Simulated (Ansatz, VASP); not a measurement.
# Two plane-wave programs on PbSe (Clausthalite)

```
CELL_PARAMETERS angstrom
0.00000 3.06065 3.06065
3.06065 0.00000 3.06065
3.06065 3.06065 0.00000
ATOMIC_POSITIONS crystal
Pb 0.00000 0.00000 0.00000
Se 0.50000 0.50000 0.50000
```

Alike in both runs: task relaxation of cell and atoms; functional BLYP; dispersion D3(BJ); k mesh 8 × 8 × 8; occupations fermi-dirac, width 0.05 eV; no spin polarisation.

```csv
,VASP,Ansatz
version,VASP 6.6.1,Ansatz 0.2.0
potentials or method,"VASP PAW PBE potentials, release 64 (Pb_d, Se)",Ansatz PAW
plane-wave cutoff (eV),600,420
valence electrons in the cell,20,30
```

Ansatz gave:

- gap on the k mesh at the Fermi level, each at its own relaxed structure (eV): 0.47
- relaxed volume (Å³/atom): 29.20
- relaxed cell length with the largest relative difference (Å): 4.355
- energy change over the relaxation (meV/atom): -1

Q: What did VASP give for the same quantities?

A: gap on the k mesh at the Fermi level, each at its own relaxed structure (eV): 0.46; relaxed volume (Å³/atom): 29.31; relaxed cell length with the largest relative difference (Å): 4.360; energy change over the relaxation (meV/atom): -2.

The two sets of potentials don't hold the same shells in valence.

Caveats: spin-orbit coupling is left out, which as a rule narrows the gap of such compounds by several tenths of an eV; the PAW data sets were made with another functional, which shifts forces and pressure a little (VASP); the plane-wave basis is chosen anew once the cell has moved, so the energies of steps on either side of that aren't comparable (Ansatz); the PAW data sets come from PBE, with cores solved anew for the run's functional, which leaves a small shift of forces and pressure (Ansatz). A k mesh can miss the band edges. Zero-point motion and thermal expansion aren't in these numbers.
